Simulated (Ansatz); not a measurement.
FeO (Wuestite):

```
Fe O
1.0
     0.00000    2.15540    2.15540
     2.15540    0.00000    2.15540
     2.15540    2.15540    0.00000
Fe O
1 1
Direct
  0.00000 0.00000 0.00000
  0.50000 0.50000 0.50000
```

- Program: Ansatz 0.2.0
- Task: relaxation of cell and atoms
- Functional: PBE
- Dispersion: D4
- Potentials or basis: all-electron LAPW, scalar-relativistic
- Basis error allowed: 0.001 eV/atom
- k mesh: 8 × 8 × 8
- Occupations: fermi-dirac, width 0.05 eV
- Spin: collinear spin, ferromagnetic start
- Starting moments: [3.0, 0.0] μB

At the start: volume 10.01 Å³/atom.

Q: How do energy, volume and symmetry change on relaxing?

A: Over 8 steps the energy falls by 3.2 meV/atom and the volume is 9.84 Å³/atom (-1.7 %); space group Fm-3m (No. 225, to 0.05 Å); moment 4.00 μB per cell.

The path:
```
step  energy change (eV)  largest force (eV/Å)  volume (Å³)
   1              0.0000                0.0000        20.03
   2             -0.0061                0.0000        19.72
   3             -0.0062                0.0000        19.72
   4             -0.0064                0.0000        19.70
   5             -0.0065                0.0000        19.69
   6             -0.0065                0.0000        19.68
   7             -0.0065                0.0000        19.68
   8             -0.0065                0.0000        19.68
```

Final structure:
```xyz
2
Lattice="0.0000 2.1429 2.1429 2.1429 0.0000 2.1429 2.1429 2.1429 0.0000" Properties=species:S:1:pos:R:3 pbc="T T T"
Fe    0.0000    0.0000    0.0000
O     2.1429    2.1429    2.1429
```

Caveat: the k mesh is thin for a metal, which can move the energy by tens of meV per atom; a cell with one magnetic atom can't hold antiferromagnetic order, which such compounds often take.
